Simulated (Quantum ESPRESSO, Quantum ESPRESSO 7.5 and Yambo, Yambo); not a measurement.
## A GW chain in Yambo: AlN (honeycomb monolayer)

Wanted: ground state, empty states, screening and self-energy for AlN (honeycomb monolayer).

Method: PBE and many-body steps on it, plane waves, in Quantum ESPRESSO 7.5 and Yambo 5.3.0.

This is a report of a sequence of runs, with most program output left out.

**1. Set-up**

The cell holds 2 atoms: 1 Al and 1 N. Cell: a = 3.127 Å, b = 3.127 Å, c = 14.000 Å, α = 90.0°, β = 90.0°, γ = 120.0°. Vacuum lies along c.

The structure was relaxed with PBE. The runs that relaxed it are not among those shown.

**2. Ground state**

This step: Quantum ESPRESSO 7.5; DFT, PBE, plane waves, norm-conserving pseudopotentials.

The ground-state density comes first.

Contents of pw.in:

```
&control
  calculation = 'scf'
  prefix = 'x'
  outdir = 'o'
  pseudo_dir = 'pseudo'
/
&system
  ibrav = 0
  nat = 2
  ntyp = 2
  ecutwfc = 72.0
  nbnd = 9
  force_symmorphic = .true.
/
&electrons
  conv_thr = 1e-10
  electron_maxstep = 80
  mixing_beta = 0.5
/
ATOMIC_SPECIES
  Al 26.982 Al.upf
  N 14.007 N.upf
CELL_PARAMETERS angstrom
  3.1271796065 -0.0000000001 0.0000000000
  -1.5635898031 2.7082169815 0.0000000000
  0.0000000000 0.0000000000 14.0000000000
ATOMIC_POSITIONS crystal
  Al 0.3333333333 0.6666666667 0.5000000000
  N 0.6666666667 0.3333333333 0.5000000000
K_POINTS automatic
  12 12 1 0 0 0
```

Launch:

```bash
OMP_NUM_THREADS=1 mpirun -n 8 pw.x -nk 8 -in pw.in > pw.out
```

Run time: 4.5 s. Hardware: 8 MPI ranks of Arm Neoverse V2, shared host; peak memory 0.6 GiB; 35 s of CPU time.

This step gave:

| Quantity | Value |
| --- | --- |
| total energy | -347.1087 eV |
| gap | 2.907 eV |
| k of the valence top | 0.3333, 0.3333, 0 |
| k of the conduction bottom | 0, 0, 0 |
| least direct gap | 3.616 eV |

The gap is indirect, with the least direct gap 0.71 eV higher.

**3. Bands along the symmetry lines**

The cheap functional maps the bands first; the places of the edges decide which points the dearer methods must see.

Contents of pw.in:

```
&control
  calculation = 'bands'
  prefix = 'x'
  outdir = 'o'
  pseudo_dir = 'pseudo'
/
&system
  ibrav = 0
  nat = 2
  ntyp = 2
  ecutwfc = 72.0
  nbnd = 10
  force_symmorphic = .true.
/
&electrons
  conv_thr = 1e-9
  electron_maxstep = 80
  diago_full_acc = .true.
  diago_thr_init = 5e-6
/
ATOMIC_SPECIES
  Al 26.982 Al.upf
  N 14.007 N.upf
CELL_PARAMETERS angstrom
  3.1271796065 -0.0000000001 0.0000000000
  -1.5635898031 2.7082169815 0.0000000000
  0.0000000000 0.0000000000 14.0000000000
ATOMIC_POSITIONS crystal
  Al 0.3333333333 0.6666666667 0.5000000000
  N 0.6666666667 0.3333333333 0.5000000000
K_POINTS crystal
  25
  0.00000000 0.00000000 0.00000000 1
  0.06250000 0.00000000 0.00000000 1
  0.12500000 0.00000000 0.00000000 1
  0.18750000 0.00000000 0.00000000 1
  0.25000000 0.00000000 0.00000000 1
  0.31250000 0.00000000 0.00000000 1
  0.37500000 0.00000000 0.00000000 1
  0.43750000 0.00000000 0.00000000 1
  0.50000000 0.00000000 0.00000000 1
  0.47916667 0.04166667 0.00000000 1
  0.45833333 0.08333333 0.00000000 1
  0.43750000 0.12500000 0.00000000 1
  0.41666666 0.16666666 0.00000000 1
  0.39583333 0.20833333 0.00000000 1
  0.37500000 0.25000000 0.00000000 1
  0.35416666 0.29166666 0.00000000 1
  0.33333333 0.33333333 0.00000000 1
  0.29166666 0.29166666 0.00000000 1
  0.25000000 0.25000000 0.00000000 1
  0.20833333 0.20833333 0.00000000 1
  0.16666666 0.16666666 0.00000000 1
  0.12500000 0.12500000 0.00000000 1
  0.08333333 0.08333333 0.00000000 1
  0.04166667 0.04166667 0.00000000 1
  0.00000000 0.00000000 0.00000000 1
```

Run time: 2.4 s. Hardware: 8 MPI ranks; peak memory 0.52 GiB; 18 s of CPU time.

This step gave:

```
gap                        : 2.907 eV
k of the valence top       : 0.3333, 0.3333, 0
k of the conduction bottom : 0, 0, 0
least direct gap           : 3.616 eV
```

The gap is 2.907 eV, as in the run before at this level.

The electronic bands at the labelled points (eV, zero at the top of the highest filled band; v1 is the highest filled band, c1 the lowest empty one):

```csv
point,v4,v3,v2,v1,c1,c2,c3,c4
Γ,-13.66,-2.26,-0.71,-0.71,2.91,4.98,5.38,7.13
halfway,-13.06,-2.99,-1.46,-1.10,4.51,5.71,6.72,7.83
M,-12.28,-4.83,-1.45,-0.29,5.31,6.14,8.31,9.56
halfway,-12.20,-4.54,-2.35,-0.17,5.60,7.13,8.56,9.26
K,-12.09,-3.83,-3.61,0.00,6.01,8.08,8.31,9.15
halfway,-12.89,-3.25,-1.53,-1.22,5.00,5.84,7.17,8.02
Γ,-13.66,-2.26,-0.71,-0.71,2.91,4.98,5.38,7.13
```

**4. Empty states on the mesh, 6×6×1 mesh, 59 bands**

The sums over transitions need many empty states on a uniform mesh; this step solves for them.

Contents of pw.in:

```
&control
  calculation = 'nscf'
  prefix = 'x'
  outdir = 'o'
  pseudo_dir = 'pseudo'
/
&system
  ibrav = 0
  nat = 2
  ntyp = 2
  ecutwfc = 72.0
  nbnd = 59
  force_symmorphic = .true.
/
&electrons
  conv_thr = 1e-9
  electron_maxstep = 80
  diago_full_acc = .true.
  diago_thr_init = 5e-6
/
ATOMIC_SPECIES
  Al 26.982 Al.upf
  N 14.007 N.upf
CELL_PARAMETERS angstrom
  3.1271796065 -0.0000000001 0.0000000000
  -1.5635898031 2.7082169815 0.0000000000
  0.0000000000 0.0000000000 14.0000000000
ATOMIC_POSITIONS crystal
  Al 0.3333333333 0.6666666667 0.5000000000
  N 0.6666666667 0.3333333333 0.5000000000
K_POINTS automatic
  6 6 1 0 0 0
```

Launch:

```bash
OMP_NUM_THREADS=1 mpirun -n 8 pw.x -nk 4 -in pw.in > pw.out
```

Wall time 3.2 s (8 MPI ranks); peak memory 0.51 GiB.

This step gave:

| Quantity | Value |
| --- | --- |
| gap | 2.907 eV |
| k of the valence top | 0.3333, 0.3333, 0 |
| k of the conduction bottom | 0, 0, 0 |
| least direct gap | 3.616 eV |
| k points computed | 7 |
| lowest point of the top converged band, above the valence top | 33.78 eV |

On this mesh the gap is 2.907 eV.

**5. Conversion and set-up**

This step: Yambo 5.3.0; conversion and set-up on PBE, plane waves, norm-conserving pseudopotentials.

The states are converted to the many-body program's format and the q mesh is built.

Launch:

```bash
(cd o/x.save; p2y > p2y.log; mv SAVE ../..); yambo > setup.log
```

Elapsed: 2.2 s, on 1 MPI rank; peak memory 0.25 GiB.

**6. Screening and self-energy, 6×6×1 mesh, 59 bands, screening to 129.3 eV**

G0W0 replaces the xc potential by the self-energy, built once from these orbitals. Only a window of levels is corrected, while the sums run over the empty bands that the input names.

This step: G0W0 on PBE, plane waves, norm-conserving pseudopotentials.

Contents of gw1.in:

```
HF_and_locXC
gw0
dyson
ppa
em1d
rim_cut
rim_w
RandQpts= 3000000
RandGvec= 100 RL
CUTGeo= "slab z"
RandGvecW= 9 RL
EXXRLvcs= 72 Ry
VXCRLvcs= 288 Ry
Chimod= "HARTREE"
% BndsRnXp
 1 | 59 |
%
NGsBlkXp= 9.5 Ry
% LongDrXp
 1 | 1 | 0 |
%
% GbndRnge
 1 | 59 |
%
DysSolver= "n"
ExtendOut
PPAPntXp= 27.21138 eV
% QPkrange
 1 | 7 | 2 | 8 |
%
```

Launch:

```bash
OMP_NUM_THREADS=1 mpirun -n 8 yambo -F gw1.in -J gw1 -C gw1 > gw1.log
```

Wall time 1.7 min (8 MPI ranks); peak memory 4.1 GiB.

Numbers from this step:

| Item | Value |
| --- | --- |
| G0W0 gap on the mesh | 5.058 eV |
| starting gap on the mesh | 2.907 eV |
| k of the valence top | 0.3333, 0.3333, 0 |
| k of the conduction bottom | 0, 0, 0 |
| least direct G0W0 gap on the computed points | 5.670 eV |
| Z at the valence top | 0.7905 |
| Z at the conduction bottom | 0.8662 |

The gap on the mesh goes from 2.91 eV to 5.06 eV, a correction of +2.15 eV.

Limits: finite bands, cutoff and mesh. v1 is the top filled band, c1 the lowest empty one. The levels before and after the correction (eV, zero at the valence-band top of each column):

```csv
,conduction bottom,valence top
Kohn-Sham,2.91,0.00
G0W0,5.06,0.00
```

```csv
,level,energy (eV)
Kohn-Sham,Γ v3,-2.259
Kohn-Sham,Γ v2-v1,-0.710
Kohn-Sham,Γ c1,2.907
Kohn-Sham,Γ c2,4.981
Kohn-Sham,Γ c3,5.376
Kohn-Sham,Γ c4,7.131
Kohn-Sham,(0.333 0.333 0) v3,-3.830
Kohn-Sham,(0.333 0.333 0) v2,-3.607
Kohn-Sham,(0.333 0.333 0) v1,0.000
Kohn-Sham,(0.333 0.333 0) c1,6.011
Kohn-Sham,(0.333 0.333 0) c2,8.077
Kohn-Sham,(0.333 0.333 0) c3,8.314
Kohn-Sham,(0.333 0.333 0) c4,9.153
G0W0,Γ v3,-2.934
G0W0,Γ v2-v1,-0.612
G0W0,Γ c1,5.058
G0W0,Γ c2,6.865
G0W0,Γ c3,6.633
G0W0,Γ c4,8.871
G0W0,(0.333 0.333 0) v3,-4.298
G0W0,(0.333 0.333 0) v2,-4.115
G0W0,(0.333 0.333 0) v1,0.000
G0W0,(0.333 0.333 0) c1,8.253
G0W0,(0.333 0.333 0) c2,10.849
G0W0,(0.333 0.333 0) c3,10.599
G0W0,(0.333 0.333 0) c4,12.111
```

**7. Where the time went**

Times are wall times on the hardware named with each run, good to a factor of about two.

```csv
step,time,share,memory (GiB)
ground state,4.5 s,4 %,0.6
bands along the symmetry lines,2.4 s,2 %,0.52
empty states on the mesh,3.2 s,3 %,0.51
conversion and set-up,2.2 s,2 %,0.25
screening and self-energy,1.7 min,89 %,4.1
```

**8. Results**

- PBE gap: 2.91 eV, indirect
- G0W0 gap on the mesh: 5.06 eV
- GW settings: 6×6×1 mesh, 59 bands, screening to 129.3 eV, Godby-Needs plasmon pole
- known limits: not at the basis limit

What this shows: G0W0 moves the gap on the mesh from 2.91 eV to 5.06 eV (+2.15 eV), with Z of 0.79 and 0.87 at the edges. The dearest step here is «screening and self-energy». Bands and cutoff are finite, so the gap is not at the basis limit. The miss can reach some tenths of an eV and take either sign; the mesh is an error of its own.

[Paths, hosts, dates, memory and timing lines, banners, echoed tables and standing remarks are left out of the program output.]

[Logs are printed without paths, hosts, clocks, repeated set-up lines and the standing remarks that a program may print on its own settings, such as how far it seeks lower states.]

[Runs of the session that timed out or met a known fault of the program may be left out.]

[Hosts, paths, dates, database ids (printed as entryN), source tags and the programs' standing remarks are cut or masked in the printed files.]
